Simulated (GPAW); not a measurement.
Runs of GPAW 26.7.0 on Zn. It takes space group P6_3/mmc (No. 194, hexagonal). The conventional cell has a = 2.670 Å, b = 2.670 Å, c = 4.966 Å, α = 90.00°, β = 90.00°, γ = 120.00°. Zn (site symmetry -6m2) has 12 Zn at 2.67 to 2.92 Å as nearest neighbours. 

```tsv
task	level	potentials or basis	cell	k mesh	cutoff (eV)	maxiter	optimizer	fmax	max steps	target pressure	grid spacing	gap on the mesh (eV)	pressure (GPa)	relaxed volume (Å³/atom)
relaxation of cell and atoms	PBEsol	PAW data sets generated in the run's folder for this functional, pw	relaxed to 10 GPa	8 × 8 × 4	600	150	BFGS	0.02 eV/Å	60	10 GPa	-	none	9.9	-
relaxation of cell and atoms	PBEsol	PAW data sets generated in the run's folder for this functional, pw	relaxed	8 × 8 × 4	600	150	BFGS	0.02 eV/Å	60	-	-	none	0.0	13.92
relaxation of cell and atoms	PBEsol	PAW data sets generated in the run's folder for this functional, pw	relaxed to 20 GPa	8 × 8 × 4	600	150	BFGS	0.02 eV/Å	60	20 GPa	-	none	19.9	-
relaxation of cell and atoms	PBEsol	PAW data sets generated in the run's folder for this functional, pw	relaxed to 5 GPa	8 × 8 × 4	600	150	BFGS	0.02 eV/Å	60	5 GPa	-	none	5.0	-
relaxation of cell and atoms	LDA	the program's PAW data sets (release 1.2.1) made for this functional, pw	relaxed	8 × 8 × 4	600	150	FIRE	0.01 eV/Å	60	-	-	none	0.1	(a)
single point	r2SCAN	GPAW PAW data sets (gpaw-data 1.2.1), pw	as given	9 × 9 × 5	500	120	-	-	-	-	-	none	-4.8	-
relaxation of cell and atoms	PBEsol	PAW data sets generated in the run's folder for this functional, pw	relaxed to 30 GPa	8 × 8 × 4	600	150	BFGS	0.02 eV/Å	60	30 GPa	-	none	30.0	-
relaxation of cell and atoms	PBEsol	PAW data sets generated in the run's folder for this functional, pw	relaxed to 2 GPa	8 × 8 × 4	600	150	BFGS	0.02 eV/Å	60	2 GPa	-	none	1.9	-
band structure	LDA	the program's PAW data sets (release 1.2.1) made for this functional, pw	as given	8 × 8 × 4	600	150	-	-	-	-	-	-	-9.3	-
```

Alike in all rows: no spin polarisation; smearing fermi-dirac 0.05 eV.

Estimate the missing entries.

(a) 13.29.

Caveats: later steps reuse the first step's grids (some runs); the volume moved by over 15 % at a fixed basis, so the end points are rough (some runs); the volume moved by -13 % from the deposited cell, more than functionals usually miss (some runs); the cutoff is short for stress and forces, so pressures can be off by a GPa or more (some runs); the PAW data sets were made with another functional, which shifts forces and pressure a little (some runs).

A gap of «none» marks a metal or a gap under the smearing width.
